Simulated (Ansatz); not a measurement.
Layered crystal of BN, relaxed:

Space group Fmm2 (No. 42). a = 2.508 Å, b = 6.679 Å, c = 4.338 Å, α = 90.00°, β = 90.00°, γ = 90.00°
```
atom site symmetry x y z
   B    4a mm2  0.5000  0.0000  0.5001
   N    4a mm2  0.5000  0.0000  0.1666
```

The calculation used Ansatz, DFT PBE+D3(BJ), scalar-relativistic, plane waves, PAW. Cutoff 420 eV; k points 12×12×12 on the computed 2-atom cell (Γ-centred); Gaussian smearing, width 0.02 eV; no spin polarisation.

**Question.** What does it cost to take out one layer and relax it free-standing?

**Answer.** 18.7 meV/Å² (51 meV/atom). The layer's area changes by +0.2 %. The gap on the mesh goes from 3.66 eV to 4.87 eV. The layer is isolated along c and computed on a 10×10×1 mesh.

Gaps are read on the k meshes alone.

The reference crystal is a form of BN, which isn't its usual structure.